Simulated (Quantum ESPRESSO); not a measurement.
# Ir under changes of volume

One of the cells (14.059 Å³/atom); the others are scaled copies at fixed shape and fractional positions:

```
Ir
1.0
     0.00000    1.91560    1.91560
     1.91560    0.00000    1.91560
     1.91560    1.91560    0.00000
Ir
1
Cartesian
  0.0000 0.0000 0.0000
```

* Program: Quantum ESPRESSO 7.5
* Functional: PBE
* Dispersion: D3(BJ)
* Potentials or basis: PseudoDojo 0.4.1 SR PBE standard
* Cutoff: 925 eV
* Density cutoff: 3701 eV
* k mesh: 12 × 12 × 12
* Occupations: fermi-dirac, width 0.05 eV
* Spin: no spin polarisation

```csv
volume (Å³/atom),energy over the lowest point (meV/atom),pressure (GPa)
13.215,?,?
13.496,43.97,21.6
13.778,14.41,12.2
14.059,0.34,3.9
14.340,0.00,-3.5
14.621,11.87,-10.0
14.902,34.54,-15.8
```

Question: What does the run at 13.215 Å³/atom give?

Answer: Energy over the lowest point 91.06 meV/atom; pressure 32.2 GPa.

Worked out: A Birch-Murnaghan fit of order 3 (a polynomial in V^(-2/3)) to the other rows has its minimum at 14.21 Å³/atom with B0 = V·E''(V) = 371 GPa and B' = 4.9. It gives 90.81 meV/atom at 13.215 Å³/atom, against the run's 91.06, and -dE/dV = 32.0 GPa, against 32.2.

Energies are extrapolated to zero smearing.

Caveats: pairwise dispersion overbinds metals, which lowers pressure and volume.
